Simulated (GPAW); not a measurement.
# CdS (Hawleyite) (F-43m) in GPAW: single point with PBE

Aim: the single point of CdS (Hawleyite) with PBE.

Program: GPAW 26.7.0. These are calculated values, not measurements. Logs are shortened: lines on timing, memory, paths and dates and some standing lists are left out, and cuts for length are marked. The log counts tension as positive stress, the text compression.

## 1. The structure

The structure is cubic, space group F-43m (No. 216). The conventional cell has a = 5.833 Å, b = 5.833 Å, c = 5.833 Å, α = 90.00°, β = 90.00°, γ = 90.00°. Around Cd (site symmetry -43m) lie 4 S at 2.53 Å. S (site symmetry -43m) has 4 Cd at 2.53 Å as nearest neighbours.

## 2. Single point, PBE

File CdS.xyz:

```xyz
2
Lattice="0.0000000000 2.9165000000 2.9165000000 2.9165000000 0.0000000000 2.9165000000 2.9165000000 2.9165000000 0.0000000000" Properties=species:S:1:pos:R:3 pbc="T T T"
Cd     0.0000000000      0.0000000000      0.0000000000
S      4.3747500000      4.3747500000      4.3747500000
```

Potentials or basis: GPAW PAW data sets (gpaw-data 1.2.1), pw.

Command:

```bash
$ OMP_NUM_THREADS=1 gpaw run CdS.xyz -p 'mode=PW(600),xc=PBE,kpts={size:(8,8,8),gamma:True},occupations={name:fermi-dirac,width:0.05},nbands=18,convergence={density:1e-05,energy:1e-05},maxiter=150,txt=gpaw.txt' --properties efs -w gs.gpw
```

Output:

```text
__  _  _
 | _ |_)|_||  |
 |__||  | ||/\| - 26.7.0

Input parameters:
  mode=PW(ecut=600.0),
  convergence={'density': 1e-05, 'energy': 1e-05},
  kpts=MonkhorstPack(size=[8, 8, 8], gamma=True),
  maxiter=150,
  nbands=18,
  occupations=Occupations(name='fermi-dirac', width=0.05),
  xc=XC(name='PBE')

Diagonalizing LCAO Hamiltonian
Converting LCAO to pw mode

                     S

       Cd

Atoms  # Å, Bohr magnetons
|   | symbol |        x |        y |        z |    initial magnetic moments |
|---|--------|----------|----------|----------|-----------------------------|
| 0 |     Cd | 0.000000 | 0.000000 | 0.000000 | ( 0.0000,  0.0000,  0.0000) |
| 1 |      S | 4.374750 | 4.374750 | 4.374750 | ( 0.0000,  0.0000,  0.0000) |

Unit cell  # Å
| periodic |        x |        y |        z |  lengths |    angles |
|----------|----------|----------|----------|----------|-----------|
|      yes | 0.000000 | 2.916500 | 2.916500 | 4.124554 | 60.000000 |
|      yes | 2.916500 | 0.000000 | 2.916500 | 4.124554 | 60.000000 |
|      yes | 2.916500 | 2.916500 | 0.000000 | 4.124554 | 60.000000 |

Number of symmetries: 24
Symmetry operations  # r_c * U_cc + t_c -> r_c
|    | kind |            matrix            |
|----|------|------------------------------|
|  0 |  E   |  1, 0, 0,  0, 1, 0,  0, 0, 1 |
|  1 |  σ   |  1, 0, 0,  0, 0, 1,  0, 1, 0 |
|  2 |  σ   |  1, 0,-1,  0, 1,-1,  0, 0,-1 |
|  3 |  C3  |  1, 0,-1,  0, 0,-1,  0, 1,-1 |
|  4 |  C3  |  1,-1, 0,  0,-1, 1,  0,-1, 0 |
|  5 |  σ   |  1,-1, 0,  0,-1, 0,  0,-1, 1 |
|  6 |  σ   |  0, 1, 0,  1, 0, 0,  0, 0, 1 |
|  7 |  C3  |  0, 1, 0,  0, 0, 1,  1, 0, 0 |
|  8 |  C2  |  0, 1,-1,  1, 0,-1,  0, 0,-1 |
|  9 |  S4  |  0, 1,-1,  0, 0,-1,  1, 0,-1 |
| 10 |  C3  |  0, 0, 1,  1, 0, 0,  0, 1, 0 |
| 11 |  σ   |  0, 0, 1,  0, 1, 0,  1, 0, 0 |
| 12 |  S4  |  0, 0,-1,  1, 0,-1,  0, 1,-1 |
| 13 |  C3  |  0, 0,-1,  0, 1,-1,  1, 0,-1 |
| 14 |  S4  |  0,-1, 1,  1,-1, 0,  0,-1, 0 |
| 15 |  C2  |  0,-1, 1,  0,-1, 0,  1,-1, 0 |
| 16 |  C3  |  0,-1, 0,  1,-1, 0,  0,-1, 1 |
| 17 |  S4  |  0,-1, 0,  0,-1, 1,  1,-1, 0 |
| 18 |  S4  | -1, 1, 0, -1, 0, 1, -1, 0, 0 |
| 19 |  C3  | -1, 1, 0, -1, 0, 0, -1, 0, 1 |
| 20 |  C3  | -1, 0, 1, -1, 1, 0, -1, 0, 0 |
| 21 |  S4  | -1, 0, 1, -1, 0, 0, -1, 1, 0 |
| 22 |  σ   | -1, 0, 0, -1, 1, 0, -1, 0, 1 |
| 23 |  C2  | -1, 0, 0, -1, 0, 1, -1, 1, 0 |

BZ-sampling:
  Number of BZ points: 512
  Number of IBZ points: 29

  Monkhorst-Pack size: [8, 8, 8]
  Monkhorst-Pack shift: [0.0625, 0.0625, 0.0625]

K-points  # in reciprocal-cell coordinates
|     |                                coordinates |     weight |
|-----|--------------------------------------------|------------|
|   0 | (  0.00000000,   0.00000000,   0.00000000) | 0.00195312 |
|   1 | (  0.12500000,   0.12500000,   0.00000000) | 0.01171875 |
|   2 | (  0.12500000,   0.12500000,   0.12500000) | 0.01562500 |
|   3 | (  0.25000000,   0.12500000,   0.12500000) | 0.02343750 |
|   4 | (  0.25000000,   0.25000000,   0.00000000) | 0.01171875 |
|   5 | (  0.25000000,   0.25000000,   0.12500000) | 0.04687500 |
|   6 | (  0.25000000,   0.25000000,   0.25000000) | 0.01562500 |
|   7 | (  0.37500000,   0.25000000,  -0.37500000) | 0.04687500 |
|   8 | (  0.37500000,   0.25000000,   0.12500000) | 0.04687500 |
|   9 | (  0.37500000,   0.25000000,   0.25000000) | 0.04687500 |
| ... |                                            |            |
|  28 | (  0.50000000,   0.50000000,   0.50000000) | 0.00781250 |

Plane wave coefficients: 1676
Cutoff: 600.0 eV

Spin-components: 1 (collinear spins)
Bands:           18
Projectors:      11
Spin-degeneracy: 2
Datatype:        complex128

Density:
  Valence electrons: 18.0
  Components: 1
  Grid points: [24 24 24]
  Charge: 0.0  # |e|

Potential:
  Grid points: [24 24 24]

species:
  Cd:
    name:    Cadmium
    Z:       48.0
    valence: 12
    core:    36
    charge:  0.0  # [|e|]
    compensation charges:
      type: gauss
      rc: 0.38  # [Å]
      lmax: 2
    cutoffs:
      filter: 2.12  # [Å]
      core: 2.62  # [Å]
    projectors
    | kind |    occ | energy [eV] | rcut [Å] |
    |------|--------|-------------|----------|
    |   5s |  2.000 |      -5.655 |    1.191 |
    |   5p |  0.000 |      -1.186 |    1.228 |
    |   4d | 10.000 |     -11.739 |    1.164 |
    |    s |        |      21.556 |    1.191 |
    |    p |        |      26.026 |    1.228 |
    |    d |        |      15.473 |    1.164 |

    Using partial waves for Cd as LCAO basis

  S:
    name:    Sulfur
    Z:       16.0
    valence: 6
    core:    10
    charge:  0.0  # [|e|]
    compensation charges:
      type: gauss
      rc: 0.24  # [Å]
      lmax: 2
    cutoffs:
      filter: 1.77  # [Å]
      core: 1.66  # [Å]
    projectors
    | kind |    occ | energy [eV] | rcut [Å] |
    |------|--------|-------------|----------|
    |   3s |  2.000 |     -17.254 |    0.974 |
    |   3p |  4.000 |      -7.008 |    0.979 |
    |    s |        |       9.957 |    0.974 |
    |    p |        |      20.203 |    0.979 |
    |    d |        |       0.000 |    0.900 |

    Using partial waves for S as LCAO basis

Reference energy: -163030.738234  # eV

eigensolver:
  PPCG
  Converge bands: occupied
  niter=2

density mixing:
  MSR1-Mixer
  Pratt-step length: 0.05
  Maximum mixing coefficient: 0.75
  Old densities: 10
  SVD Regularization: 0.005
  Good broyden scale: 1.0
  Trust region scale: 1.0
  Backstep threshold: 4.0
  History deletion threshold: 6.0
  Fourier metric: weight=20.0, sigma=0.015

occupation numbers:
  Fermi-Dirac:
    width: 0.0500  # eV

poisson solver:
  ecut: 4800.0  # eV

xc functional:
  name: PBE with 2 nearest neighbor stencil

convergence criteria:
- Maximum integral of absolute [dens]ity change: 1e-05 electrons / valence electron
- Maximum [total energy] change in last 3 cyles: 1e-05 eV / valence electron
- Maximum integral of absolute [eigenst]ate change: 4e-08 eV^2 / valence electron
maximum number of iterations: 150

SCF iterations
|iter     | |      energy | eigst |  dens |
|---------|-|-------------|-------|-------|
|iter:   1| |   -6.839112 | -0.40 |       |
|iter:   2| |   -6.725594 | -2.19 | -1.12 |
|iter:   3| |   -6.331373 | -1.53 | -1.16 |
|iter:   4| |   -6.329767 | -3.36 | -1.74 |
|iter:   5| |   -6.329476 | -3.78 | -2.16 |
|iter:   6| |   -6.329518 | -5.20 | -2.94 |
|iter:   7| |   -6.329524c| -6.39 | -3.48 |
|iter:   8| |   -6.329524c| -7.98c| -4.62 |
|iter:   9| |   -6.329524c| -8.20c| -5.10c|

Converged in 9 steps
Energy contributions relative to reference atoms: (reference = -163030.738234)

Energy contributions:
  Kinetic:          19.221652
  Coulomb:         -17.347122
  Zero:              0.144855
  External:          0.000000
  Xc:               -8.348909
  Entropy:          -0.000000
  Spinorbit:         0.000000
  ----------------------------
  Free energy:      -6.329524
  Extrapolated:     -6.329524

dipole moment: (-16.473733, -16.473733, -16.473733)  # |e|*Ang

Fermi level: 4.203
Eigenvalues  # (at kpt = [0.000, 0.000, 0.000])
| band index |      eig [eV] | occ [0-2] |
|------------|---------------|-----------|
|          0 |        -8.787 |     2.000 |
|          1 |        -4.089 |     2.000 |
|          2 |        -4.089 |     2.000 |
|          3 |        -4.089 |     2.000 |
|          4 |        -3.602 |     2.000 |
|          5 |        -3.602 |     2.000 |
|          6 |         3.601 |     2.000 |
|          7 |         3.601 |     2.000 |
|          8 |         3.601 |     2.000 |
|          9 |         4.727 |     0.000 |
|         10 |        10.091 |     0.000 |
|         11 |        10.091 |     0.000 |
|         12 |        10.091 |     0.000 |
|         13 |        14.975 |     0.000 |
|         14 |        14.975 |     0.000 |
|         15 |        15.041 |     0.000 |
|         16 |        16.885 |     0.000 |
|         17 |        16.885 |     0.000 |

Gap: 1.126 eV
Transition (v -> c):
  (s=0, k=0, n=8, [0.00, 0.00, 0.00]) -> (s=0, k=0, n=9, [0.00, 0.00, 0.00])
No difference between direct/indirect transitions

Forces  # eV/Ang
|        x |        y |        z |
|----------|----------|----------|
| -0.00000 |  0.00000 | -0.00000 |  # Cd   0
|  0.00000 | -0.00000 | -0.00000 |  # S    1

Stress tensor  # eV/Ang^3
|         x |         y |         z |
|-----------|-----------|-----------|
| -0.016203 |  0.000000 |  0.000000 |
|  0.000000 | -0.016203 |  0.000000 |
|  0.000000 |  0.000000 | -0.016203 |

# Writing to gs.gpw (mode='')
```

It took 17 s on 1 thread of Arm Neoverse V1, shared host; peak memory 0.16 GiB.

What came out:

* Free energy: -6.3295 eV
* Pressure: 2.6 GPa
* Band gap on the k mesh: 1.13 eV, direct

## 3. For comparison

An earlier run on the cell as given: functional PBE; potentials or basis GPAW PAW data sets (gpaw-data 1.2.1); cutoff 600 eV; basis pw; k mesh 8 × 8 × 8; occupations fermi-dirac, width 0.05 eV; no spin polarisation.

- Pressure: 2.6 GPa
- Band gap on the k mesh: 1.13 eV, direct
